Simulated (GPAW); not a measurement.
# Ballistic transport through a Bi chain with one Pt atom in line, cheap and dear, part 2 of 2

How well does a Bi chain with one Pt atom in line conduct at low bias, and how far do basis and functional move the answer?

GPAW 26.7.0; GPAW LCAO, PAW setups; Landauer transmission from Green's functions with principal layers (ASE), zero bias.

So far, transmission at the Fermi level (one spin): step 2 (GPAW, dzp, PBE, GPAW) 2.48; step 3 (basis szp(dzp), PBE, GPAW) 2.51; step 4 (basis sz(dzp), PBE, GPAW) 2.60; step 5 (LDA) 2.50.

### Step 8. Functional PBEsol, smearing 0.025, grid spacing 0.16

The functional moves levels against the Fermi level. Smearing helps the SCF of a metal converge, but it blurs occupations at band edges near the Fermi level. The real-space grid carries density and potential; a coarse one breaks translation symmetry along the lead and scatters electrons that should pass.

This step: GPAW LCAO, PAW setups; Landauer transmission from Green's functions with principal layers (ASE), zero bias (GPAW 26.7.0).

run.py

```python
import json
import numpy as np
from ase import Atoms
from ase.transport.calculators import TransportCalculator
from gpaw import GPAW, FermiDirac
from gpaw.lcao.tools import get_lcao_hamiltonian
from scipy.linalg import eigh

# The junction with lead layers at both ends, along the third cell vector
device = Atoms(
    ['Bi', 'Bi', 'Bi', 'Bi', 'Pt', 'Bi', 'Bi', 'Bi', 'Bi'],
    positions=[
        [4.50000, 4.50000, 1.45000],
        [4.50000, 4.50000, 4.35000],
        [4.50000, 4.50000, 7.25000],
        [4.50000, 4.50000, 10.15000],
        [4.50000, 4.50000, 12.77660],
        [4.50000, 4.50000, 15.40320],
        [4.50000, 4.50000, 18.30320],
        [4.50000, 4.50000, 21.20320],
        [4.50000, 4.50000, 24.10320]],
    cell=[[9.0, 0.0, 0.0], [0.0, 9.0, 0.0], [0.0, 0.0, 25.5532]],
    pbc=True)

# One principal layer of the lead: the first 2 atoms of the device
lead = Atoms(
    ['Bi', 'Bi'],
    positions=[
        [4.50000, 4.50000, 1.45000],
        [4.50000, 4.50000, 4.35000]],
    cell=[[9.0, 0.0, 0.0], [0.0, 9.0, 0.0], [0.0, 0.0, 5.8]],
    pbc=True)

settings = dict(mode='lcao', basis='dzp', xc='PBEsol', h=0.16,
                occupations=FermiDirac(0.025), maxiter=250,
                mixer=dict(beta=0.1, nmaxold=8, weight=100.0),
                convergence=dict(density=0.0001))
energies = np.arange(-3, 3 + 1e-9, 0.075)
eta = 0.0001
n1, n2 = 1, 1
# k and -k transmit alike, so half of the mesh across the current serves
mesh = [(i, j) for i in range(n1) for j in range(n2) if (i, j) <= (-i % n1, -j % n2)]
weights = np.array([1 if (i, j) == (-i % n1, -j % n2) else 2 for i, j in mesh]) / (n1 * n2)

# [... helper functions left out ...]
fermi_lead = ground_state(lead, (1, 1, 19), 'lead.txt')
fermi_device = ground_state(device, (1, 1, 3), 'device.txt')
# [... loop over the mesh left out, but for ...]
        # Shift the lead onto the potential of the device's first layer
        shift = ((H[:, 0, 0] - H0[:, 0, 0]) / S0[0, 0]).real.mean()
# [...]
kT = 8.617333e-5 * 300
bias = [0.1, 0.2, 0.5, 1.0, 1.5, 2.0]
# [... integrals and printing left out ...]
```

The run is started by

```bash
$ OMP_NUM_THREADS=1 OPENBLAS_NUM_THREADS=1 python run.py
```

Log:

```text
FileNotFoundError: Could not find required PAW dataset file "Bi.PBEsol".
```

The job ended after 0.58 s (1 thread of Arm Neoverse V2, shared host; peak memory 0.1 GiB).

The program refused the input before any cycle.

The program's message: “FileNotFoundError: Could not find required PAW dataset file "Bi.PBEsol".”

### Step 9. Another change of settings

A last run, with other settings again.

run.py, as its differences from that of step 8:

```diff
@@ -24,13 +24,12 @@
 
-# One principal layer of the lead: the first 2 atoms of the device
+# One principal layer of the lead: the first 1 atoms of the device
 lead = Atoms(
-    ['Bi', 'Bi'],
+    ['Bi'],
     positions=[
-        [4.50000, 4.50000, 1.45000],
-        [4.50000, 4.50000, 4.35000]],
-    cell=[[9.0, 0.0, 0.0], [0.0, 9.0, 0.0], [0.0, 0.0, 5.8]],
+        [4.50000, 4.50000, 1.45000]],
+    cell=[[9.0, 0.0, 0.0], [0.0, 9.0, 0.0], [0.0, 0.0, 2.9]],
     pbc=True)
 
-settings = dict(mode='lcao', basis='dzp', xc='PBEsol', h=0.16,
-                occupations=FermiDirac(0.025), maxiter=250,
+settings = dict(mode='lcao', basis='dzp', xc='PBE', h=0.2,
+                occupations=FermiDirac(0.1), maxiter=60,
                 mixer=dict(beta=0.1, nmaxold=8, weight=100.0),
```

Log:

```text
basis functions: device 211, principal layer 23
Fermi level: lead -2.8856 eV, device -2.9840 eV; lead shifted by -0.0973 eV
largest coupling past the next layer 2.76e-01 eV, largest misfit of the first layer 0.046 eV
  E-E_F (eV)   T (one spin)  [channel counts left out]
    -3.000    9.3725e-01
    -2.925    9.5165e-01
    -2.850    9.6426e-01
    -2.775    9.7502e-01
    -2.700    9.8387e-01
    -2.625    9.9080e-01
    -2.550    9.9583e-01
    -2.475    9.9905e-01
    -2.400    1.0006e+00
    -2.325    1.0006e+00
    -2.250    9.9934e-01
    -2.175    9.9703e-01
    -2.100    9.9394e-01
    -2.025    9.9035e-01
    -1.950    9.8651e-01
    -1.875    9.8270e-01
[...]
2.475    7.7534e-01
     2.550    7.7233e-01
     2.625    7.6956e-01
     2.700    7.6704e-01
     2.775    7.6479e-01
     2.850    7.6284e-01
     2.925    7.6119e-01
     3.000    7.5985e-01
conductance at 300 K: 2.4603 G0 a cell; thermopower 0.1191 uV/K
current from the zero-bias T(E) at 0.1 V: 19.06 uA
current from the zero-bias T(E) at 0.2 V: 38.105 uA
current from the zero-bias T(E) at 0.5 V: 94.964 uA
current from the zero-bias T(E) at 1.0 V: 186.58 uA
current from the zero-bias T(E) at 1.5 V: 268.58 uA
current from the zero-bias T(E) at 2.0 V: 357.35 uA
```

Wall time 25 s (1 thread); peak memory 0.86 GiB.

The run finished. A setting was moved off its sound value on purpose, so it serves as a test and not as the result.

The fault put into the input: a principal layer that is too short (n_lead = 1 and period = 2.9).

Side by side:

| quantity | this run | sound run | difference |
| --- | --- | --- | --- |
| conductance (G₀) | 2.4603 | 2.4736 | -0.0133 |
| largest coupling past the next principal layer (eV) | 0.27552 | 5.832e-6 | 0.276 |
| largest misfit of the first principal layer (eV) | 0.045662 | 0.024078 | 0.0216 |
| shift that aligns the lead (eV) | -0.097290 | -0.0027137 | -0.0946 |
| basis functions of a principal layer | 23 | 46 | -23 |
| transmission at the Fermi level (one spin) | 2.4615 | 2.4755 | -0.0140 |

One result that differs is the largest coupling past the next principal layer, 0.276 eV against 5.8e-6 eV.

### Step 10. Outcome

```
conductance                                        : 2.47 G₀
transmission at the Fermi level, mean of the spins : 2.48
thermopower                                        : about 0 (under 1.5 μV/K)
```

**Reading.** In the dzp basis the junction conducts 2.47 G₀ at 300 K, with T = 2.48 a spin at the Fermi level; the sz basis reaches that conductance within 10 %. At the Fermi level the three most open eigenchannels pass 0.86, 0.86 and 0.76. Measured against the first run (dzp), the nearest curve is that of dzp-LDA (r.m.s. 0.017) and the farthest that of sz (0.12). Over the compared runs wall time goes from 18 s (sz) to 27 s (dzp), on a shared host. The geometry was built from estimated bond lengths and not relaxed, so the numbers describe this model structure. The run had no spin polarisation, so a magnetic state, which chains and small molecules with open shells often have, wasn't tested. Spin-orbit coupling is left out, which matters for the heavy atoms here. An evenly spaced straight chain is an idealisation: free chains tend to dimerise, zigzag or, where a band edge lies near the Fermi level, turn magnetic. The currents use the zero-bias T(E) throughout, which holds only while the bias is small against the distance to the nearest feature. The energy step is wider than the thermal energy, so the conductance and thermopower rest on interpolation of T(E).

[Logs are printed without paths, hosts, clocks, repeated set-up lines and the standing remarks that a program may print on its own settings, such as how far it seeks lower states.]

[Hosts, paths, dates, database ids (printed as entryN), source tags and the programs' standing remarks are cut or masked in the printed files.]
